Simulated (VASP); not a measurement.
# zigzag Ru chain, bond 2.672 A: magnetic orders

Aim: compare collinear orders of zigzag Ru chain, bond 2.672 A.

Calculated with VASP 6.6.1; PBEsol, DFT+U (Ru d 2 eV), spin-polarised, from parallel moments; plane waves and PAW (Ru_pv), in the first sound run; inputs show where later runs differ.

Report form: the programs' logs are mostly left out.

### 1. Starting point

The cell holds 4 atoms: 4 Ru. Its edges and angles: a = 12.000 Å, b = 12.000 Å, c = 6.413 Å, α = 90.0°, β = 90.0°, γ = 90.0°. It derives from Ru (zigzag Ru chain, bond 2.672 A), repeated 1×1×2. model lattice. Vacuum lies along a and b. The structure's axis is c.

Structure file:

```xyz
4
Lattice="12.0000 0.0000 0.0000 0.0000 12.0000 0.0000 0.0000 0.0000 6.4128" Properties=species:S:1:pos:R:3
Ru    4.9312    6.0000    0.0000
Ru    4.9312    6.0000    3.2064
Ru    7.0688    6.0000    1.6032
Ru    7.0688    6.0000    4.8096
```

### 2. Magnetic order, start order fm, signs ++++

Each run starts from other signs of the moments at the same geometry and cutoff; gentle mixing helps it keep them. Any wave vector in a name is a fraction of the reciprocal vectors of the first cell as typed.

Contents of INCAR:

```
SYSTEM = Ru
PREC = Normal
ENCUT = 350
EDIFF = 1E-06
NELM = 150
ISMEAR = 1
SIGMA = 0.05
LREAL = .FALSE.
ALGO = Normal
GGA = PS
NBANDS = 42
ISPIN = 2
MAGMOM = 1 1 1 1
LDAU = .TRUE.
LDAUTYPE = 2
LDAUL = 2
LDAUU = 2
LDAUJ = 0
LDAUPRINT = 1
LASPH = .TRUE.
LMAXMIX = 4
LORBIT = 11
LWAVE = .FALSE.
LCHARG = .TRUE.
NCORE = 2
AMIX = 0.2
BMIX = 1E-04
AMIX_MAG = 0.8
BMIX_MAG = 1E-04
```

Contents of POSCAR:

```
Ru
1.0
   12.0000000000      0.0000000000      0.0000000000
    0.0000000000     12.0000000000      0.0000000000
    0.0000000000      0.0000000000      6.4128000000
Ru
4
Direct
    0.4109333333      0.5000000000      0.0000000000
    0.4109333333      0.5000000000      0.5000000000
    0.5890666667      0.5000000000      0.2500000000
    0.5890666667      0.5000000000      0.7500000000
```

Contents of KPOINTS:

```
Automatic mesh
0
Gamma
1 1 7
0 0 0
```

Potentials, in the order of the species: Ru_pv (PBE family, release 64).

Launch:

```sh
$ mpirun -np 2 vasp_std
```

The job ended after 44 s (2 MPI ranks of Intel Xeon 6975P-C (Granite Rapids), shared host; peak memory 0.54 GiB; 77 s of CPU time).

A U on the itinerant d states of such a compound is hard to justify; it moves the bands at the Fermi level and favours large moments. The PAW data sets were made with PBE, which is usual practice but a small mismatch for other functionals.

Numbers from this step:

```
electronic cycles                                 : 22
electrons                                         : 56
free energy (TOTEN)                               : -15.55 eV
Fermi energy                                      : -3.045 eV
moment of the cell, from the last line of the log : 12.26 μB
labelled metallic, from the levels on this mesh   : yes
```

Spin moment in the PAW sphere by atom:

| atom | spin moment in the PAW sphere (μB) |
| --- | --- |
| Ru1 | 2.73 |
| Ru2 | 2.73 |
| Ru3 | 2.73 |
| Ru4 | 2.73 |

Force by atom:

| atom | x (eV/Å) | y (eV/Å) | z (eV/Å) | size |
| --- | --- | --- | --- | --- |
| Ru1 | 2.73 | 0.00 | 0.00 | 2.73 |
| Ru2 | 2.73 | 0.00 | 0.00 | 2.73 |
| Ru3 | -2.73 | 0.00 | 0.00 | 2.73 |
| Ru4 | -2.73 | 0.00 | 0.00 | 2.73 |

Spin density in the ca plane at fractional y = 0.500, with atoms of Ru within 0.2 Å of it.

Values in e/Å³, 13 rows by 16 columns, each cell a mean:
```
0.0 0.0 0.0 0.0 0.0 0.0 0.0 0.0 0.0 0.0 0.0 0.0 0.0 0.0 0.0 0.0
0.0 0.0 0.0 0.0 0.0 0.0 0.0 0.0 0.0 0.0 0.0 0.0 0.0 0.0 0.0 0.0
0.0 0.0 0.0 0.0 0.0 0.0 0.0 0.0 0.0 0.0 0.0 0.0 0.0 0.0 0.0 0.0
0.0 0.0 0.0 0.0 0.0 0.0 0.0 0.0 0.0 0.0 0.0 0.0 0.0 0.0 0.0 0.0
0.0 0.1 0.2 0.5 0.6 0.3 0.1 0.0 0.0 0.1 0.2 0.5 0.6 0.3 0.1 0.0
0.0 0.1 0.4 1.1 1.4 0.7 0.2 0.0 0.0 0.1 0.4 1.1 1.4 0.7 0.2 0.0
0.3 0.1 0.0 0.1 0.1 0.0 0.0 0.2 0.3 0.1 0.0 0.1 0.1 0.0 0.0 0.2
1.5 0.8 0.2 0.0 0.0 0.1 0.5 1.2 1.5 0.8 0.2 0.0 0.0 0.1 0.5 1.2
0.4 0.2 0.1 0.0 0.0 0.1 0.1 0.3 0.4 0.2 0.1 0.0 0.0 0.1 0.1 0.3
0.0 0.0 0.0 0.0 0.0 0.0 0.0 0.0 0.0 0.0 0.0 0.0 0.0 0.0 0.0 0.0
0.0 0.0 0.0 0.0 0.0 0.0 0.0 0.0 0.0 0.0 0.0 0.0 0.0 0.0 0.0 0.0
0.0 0.0 0.0 0.0 0.0 0.0 0.0 0.0 0.0 0.0 0.0 0.0 0.0 0.0 0.0 0.0
0.0 0.0 0.0 0.0 0.0 0.0 0.0 0.0 0.0 0.0 0.0 0.0 0.0 0.0 0.0 0.0
```
Columns run along c (6.4 Å), rows up along a (12.0 Å). Atoms in or near the plane, at fractional coordinates: Ru at (0.00, 0.41), Ru at (0.50, 0.41), Ru at (0.25, 0.59), Ru at (0.75, 0.59).

Valence density in the ca plane at fractional y = 0.500, with atoms of Ru within 0.2 Å of it. It is the smooth field of the valence electrons, not physical close to the nuclei.

Values in e/Å³, 13 rows by 16 columns, each cell a mean:
```
0.0 0.0 0.0 0.0 0.0 0.0 0.0 0.0 0.0 0.0 0.0 0.0 0.0 0.0 0.0 0.0
0.0 0.0 0.0 0.0 0.0 0.0 0.0 0.0 0.0 0.0 0.0 0.0 0.0 0.0 0.0 0.0
0.0 0.0 0.0 0.0 0.0 0.0 0.0 0.0 0.0 0.0 0.0 0.0 0.0 0.0 0.0 0.0
0.0 0.0 0.1 0.1 0.1 0.1 0.0 0.0 0.0 0.0 0.1 0.1 0.1 0.1 0.0 0.0
0.1 0.2 1.0 2.8 3.3 1.8 0.5 0.1 0.1 0.2 1.0 2.7 3.3 1.8 0.4 0.1
0.2 0.4 2.1 5.6 6.4 3.9 0.9 0.3 0.2 0.4 2.1 5.6 6.4 3.9 0.9 0.3
1.4 0.9 0.5 0.6 0.7 0.5 0.6 1.2 1.4 0.9 0.5 0.6 0.7 0.5 0.6 1.2
7.2 4.3 0.9 0.2 0.2 0.4 2.4 6.2 7.2 4.3 1.0 0.3 0.2 0.4 2.3 6.3
1.8 1.0 0.3 0.1 0.1 0.2 0.6 1.5 1.8 1.0 0.3 0.1 0.1 0.2 0.5 1.5
0.0 0.0 0.0 0.0 0.0 0.0 0.0 0.0 0.0 0.0 0.0 0.0 0.0 0.0 0.0 0.0
0.0 0.0 0.0 0.0 0.0 0.0 0.0 0.0 0.0 0.0 0.0 0.0 0.0 0.0 0.0 0.0
0.0 0.0 0.0 0.0 0.0 0.0 0.0 0.0 0.0 0.0 0.0 0.0 0.0 0.0 0.0 0.0
0.0 0.0 0.0 0.0 0.0 0.0 0.0 0.0 0.0 0.0 0.0 0.0 0.0 0.0 0.0 0.0
```
Columns run along c (6.4 Å), rows up along a (12.0 Å). Atoms in or near the plane, at fractional coordinates: Ru at (0.00, 0.41), Ru at (0.50, 0.41), Ru at (0.25, 0.59), Ru at (0.75, 0.59).

The largest moment at the end is 2.73 μB, and the moments of the cell sum to 12.26 μB.

### 3. Magnetic order, start order AFM 1, signs ++--

This step: PBEsol, DFT+U (Ru d 2 eV), spin-polarised, from moments of both signs; plane waves and PAW (Ru_pv) (VASP 6.6.1).

Changes to INCAR since step 2:

```diff
@@ -12,3 +12,3 @@
 ISPIN = 2
-MAGMOM = 1 1 1 1
+MAGMOM = 1 1 -1 -1
 LDAU = .TRUE.
```

POSCAR is that of step 2.

KPOINTS is that of step 2.

Launch:

```sh
$ mpirun -np 2 vasp_std
```

Wall time 54 s (2 MPI ranks); peak memory 0.55 GiB; 94 s of CPU time.

Numbers from this step:

```
electronic cycles       : 25
free energy (TOTEN)     : -14.14 eV
energy at zero smearing : -14.14 eV
Fermi energy            : -2.807 eV
```

Spin moment in the PAW sphere by atom:

| atom | spin moment in the PAW sphere (μB) |
| --- | --- |
| Ru1 | 2.18 |
| Ru2 | 2.18 |
| Ru3 | -2.18 |
| Ru4 | -2.18 |

Force by atom:

| atom | x (eV/Å) | y (eV/Å) | z (eV/Å) | size |
| --- | --- | --- | --- | --- |
| Ru1 | 1.86 | 0.00 | 0.00 | 1.86 |
| Ru2 | 1.86 | 0.00 | 0.00 | 1.86 |
| Ru3 | -1.86 | 0.00 | 0.00 | 1.86 |
| Ru4 | -1.86 | 0.00 | 0.00 | 1.86 |

Spin density in the ca plane at fractional y = 0.500, with atoms of Ru within 0.2 Å of it.

Ten even steps from '_' (-1.3 e/Å³) to '@' (1.2 e/Å³), each cell a mean:
```
++++++++++++++++++++++++++++++++++++
++++++++++++++++++++++++++++++++++++
++++++++++++++++++++++++++++++++++++
++++++++++++++++++++++++++++++++++++
++++++++++++++++++++++++++++++++++++
++++++++++++++++++++++++++++++++++++
++++++++++++++++++++++++++++++++++++
++++++========++++++++++========++++
++++==------====++++++==------====++
++==--::____::==++++==--::____::==++
++====--::::--==++++====--..::--==++
++++++========++++++++++========++++
****++++++++++++******++++++++++++**
@@%%**++++++++##@@@@%%**++++++++##@@
@@##**++++++++##%%@@##**++++++++##%%
**++++++++++++++****++++++++++++++**
++++++++++++++++++++++++++++++++++++
++++++++++++++++++++++++++++++++++++
++++++++++++++++++++++++++++++++++++
++++++++++++++++++++++++++++++++++++
++++++++++++++++++++++++++++++++++++
++++++++++++++++++++++++++++++++++++
++++++++++++++++++++++++++++++++++++
++++++++++++++++++++++++++++++++++++
```
Columns run along c (6.4 Å), rows up along a (12.0 Å). Atoms in or near the plane, at fractional coordinates: Ru at (0.00, 0.41), Ru at (0.50, 0.41), Ru at (0.25, 0.59), Ru at (0.75, 0.59).

Valence density in the ca plane at fractional y = 0.500, with atoms of Ru within 0.2 Å of it. It is the smooth field of the valence electrons, not physical close to the nuclei.

Ten steps, logarithmic in the rise over the least value, from '_' (0.0 e/Å³) to '@' (7.8 e/Å³), each cell a mean:
```
____________________________________
____________________________________
____________________________________
____________________________________
____________________________________
____________________________________
______........__________........____
....::--====::........::--====::....
::::++##%%%%**--::::::==##%%%%**--::
::--**@@@@@@%%++::::--**@@@@@@%%++::
::--++%%@@@@##==--::--++%%@@@@##==--
----==++**++==--------==++**++==----
##**==--------++####**==--------++##
@@@@**--::::==##@@@@@@**--::--==##@@
@@%%**--::::==##@@@@%%**--::::==##@@
##**==::....::++**##**--::....--==**
::::....__......::::::....__......::
____________________________________
____________________________________
____________________________________
____________________________________
____________________________________
____________________________________
____________________________________
```
Columns run along c (6.4 Å), rows up along a (12.0 Å). Atoms in or near the plane, at fractional coordinates: Ru at (0.00, 0.41), Ru at (0.50, 0.41), Ru at (0.25, 0.59), Ru at (0.75, 0.59).

A spacing of under 0.3 eV between levels on this mesh is not given as a gap, since the run was smeared as a metal.

The largest moment at the end is 2.18 μB, and the moments of the cell sum to 0.00 μB.

### 4. Magnetic order, start order AFM 2, signs +-+-

Changes to INCAR since step 3:

```diff
@@ -12,3 +12,3 @@
 ISPIN = 2
-MAGMOM = 1 1 -1 -1
+MAGMOM = 1 -1 1 -1
 LDAU = .TRUE.
@@ -23,3 +23,3 @@
 LWAVE = .FALSE.
-LCHARG = .TRUE.
+LCHARG = .FALSE.
 NCORE = 2
```

POSCAR is that of step 3.

KPOINTS is that of step 3.

Launch:

```sh
$ mpirun -np 2 vasp_std
```

Run time: 2.1 min. Hardware: 2 MPI ranks; peak memory 0.58 GiB.

Spin moment in the PAW sphere by atom:

| atom | spin moment in the PAW sphere (μB) |
| --- | --- |
| Ru1 | 2.50 |
| Ru2 | -2.50 |
| Ru3 | 2.50 |
| Ru4 | -2.50 |

The largest moment at the end is 2.50 μB, and the moments of the cell sum to 0.00 μB.

### 5. Magnetic order, start order ferri 3, signs +++-

Changes to INCAR since step 4:

```diff
@@ -12,3 +12,3 @@
 ISPIN = 2
-MAGMOM = 1 -1 1 -1
+MAGMOM = 1 1 1 -1
 LDAU = .TRUE.
```

POSCAR is that of step 4.

KPOINTS is that of step 4.

Launch:

```sh
$ mpirun -np 2 vasp_std
```

It took 63 s on 2 MPI ranks; peak memory 0.55 GiB.

The largest moment at the end is 2.56 μB, and the moments of the cell sum to 5.15 μB.

### 6. Side by side

Times are for 2 MPI ranks of Intel Xeon 6975P-C (Granite Rapids), shared host. The series side by side:

| no. | start order | energy at zero smearing (eV) | moment of the cell, from the last line of the log (μB) | time | memory (GiB) |
| --- | --- | --- | --- | --- | --- |
| 1 | fm | -15.55 | 12.26 | 44 s | 0.54 |
| 2 | afm 1 | -14.14 | 0 | 54 s | 0.55 |
| 3 | afm 2 | -14.09 | 0 | 2.1 min | 0.58 |
| 4 | ferri 3 | -14.93 | 5.146 | 63 s | 0.55 |

### 7. No spin polarisation

This step: PBEsol, DFT+U (Ru d 2 eV); plane waves and PAW (Ru_pv) (VASP 6.6.1).

A run without spin shows what magnetism as such gains.

Changes to INCAR since step 5:

```diff
@@ -10,5 +10,3 @@
 GGA = PS
-NBANDS = 42
-ISPIN = 2
-MAGMOM = 1 1 1 -1
+NBANDS = 34
 LDAU = .TRUE.
```

POSCAR is that of step 5.

KPOINTS is that of step 5.

Launch:

```sh
$ mpirun -np 2 vasp_std
```

The job ended after 34 s (2 MPI ranks; peak memory 0.44 GiB; 60 s of CPU time).

A U on the itinerant d states of such a compound is hard to justify; it moves the bands at the Fermi level.

This step gave:

```
electronic cycles       : 36
free energy (TOTEN)     : -10.56 eV
energy at zero smearing : -10.56 eV
Fermi energy            : -3.372 eV
```

Force by atom:

| atom | x (eV/Å) | y (eV/Å) | z (eV/Å) | size |
| --- | --- | --- | --- | --- |
| Ru1 | 3.66 | 0.00 | 0.00 | 3.66 |
| Ru2 | 3.66 | 0.00 | 0.00 | 3.66 |
| Ru3 | -3.66 | 0.00 | 0.00 | 3.66 |
| Ru4 | -3.66 | 0.00 | 0.00 | 3.66 |

Energy at zero smearing: -10.55711 eV.

### 8. Summary

This step: collinear magnetic orders, PBEsol, DFT+U (Ru d 2 eV); plane waves and PAW (VASP 6.6.1).

No new run; the numbers come from the runs before.

Numbers from this step:

* mean moment in the lowest run: 2.725 μB

Orders, by row:

| order | signs | energy above the lowest (meV/magnetic atom) | total moment (μB) | mean moment on carriers (μB) | gap on the mesh (eV) | signs at the end, of the atoms given a moment |
| --- | --- | --- | --- | --- | --- | --- |
| fm | ++++ | 0 | 12.26 | 2.725 | 0 | ++++ |
| afm 1 | ++-- | 353 | 0 | 2.177 | 0.2192 | ++-- |
| afm 2 | +-+- | 365.4 | 0 | 2.501 | 0 | +-+- |
| ferri 3 | +++- | 155.4 | 5.146 | 2.377 | 0 | +++- |
| nm |  | 1248 | 0 | 0 | 0 | - |

### 9. Magnetic order, other settings

This step: PBEsol, DFT+U (Ru d 2 eV), spin-polarised, from parallel moments; plane waves and PAW (Ru_pv) (VASP 6.6.1).

The run is repeated with some settings moved, to see what they change.

Contents of INCAR:

```
SYSTEM = Ru
PREC = Normal
ENCUT = 300
EDIFF = 1E-05
NELM = 120
ISMEAR = 0
SIGMA = 0.3
LREAL = .FALSE.
ALGO = Fast
GGA = PS
NBANDS = 39
ISPIN = 2
MAGMOM = 1 1 1 1
LDAU = .TRUE.
LDAUTYPE = 2
LDAUL = 2
LDAUU = 2
LDAUJ = 0
LDAUPRINT = 1
LASPH = .TRUE.
LMAXMIX = 4
LORBIT = 11
LWAVE = .FALSE.
LCHARG = .FALSE.
NCORE = 2
NELMDL = -8
```

POSCAR is that of step 7.

KPOINTS is that of step 7.

Launch:

```sh
$ mpirun -np 2 vasp_std
```

Wall time 54 s (2 MPI ranks); peak memory 0.48 GiB.

Settings moved on purpose: NELMDL = -8, ENCUT = 300, ISMEAR = 0 and SIGMA = 0.3. The run ended without an error; the comparison shows what it cost.

Against the run that it repeats, EDIFF, NBANDS, ALGO and AMIX also differ.

Side by side:

| quantity | this run | the run it repeats | difference |
| --- | --- | --- | --- |
| energy at zero smearing (eV) | -15.595 | -15.549 | -0.0459 |
| free energy (TOTEN) (eV) | -15.701 | -15.549 | -0.152 |
| Fermi energy (eV) | -2.9867 | -3.0453 | 0.0586 |
| moment of the cell, from the last line of the log (μB) | 12.328 | 12.258 | 0.0701 |
| electronic cycles | 33 | 22 | 11 |

One result that differs is the free energy (TOTEN), -15.7 eV against -15.5 eV.

The total energy moves by -11.5 meV an atom.

### 10. What came out

| Item | Value |
| --- | --- |
| mean moment in the lowest run | 2.73 μB |

In words: The cell was run as typed, and forces of at least 1.9 eV/Å remain in every run with moments, so its atoms stand far from any minimum at this level and some may sit on wrong sites; the results belong to this cell alone. The lowest run started as fm and holds 2.73 μB on average over the atoms that were given a moment; the next state, from ferri 3, lies 155.4 meV a magnetic atom higher. It ends with the signs ++++ and a net moment of 12.26 μB a cell: the moments given at the start all parallel. Differences of 365 meV a magnetic atom are large for orders alone; such runs may also hold other orbital or spin states. No other collinear orders were tried, and their comparison leaves spin-orbit coupling out. U on a cell of metallic elements alone is a test of sensitivity more than a model of the material.

[Lines on the potential files, build, host, timing and source positions are cut from VASP's logs without a mark.]

[Logs are printed without paths, hosts, clocks, repeated set-up lines and the standing remarks that a program may print on its own settings, such as how far it seeks lower states.]

[Hosts, paths, dates, database ids (printed as entryN), source tags and the programs' standing remarks are cut or masked in the printed files.]

[In band tables of VASP the shares of atoms and orbitals are scaled to a sum of 1 inside the atoms' spheres.]

[Runs that stopped without an error message from VASP are left out.]
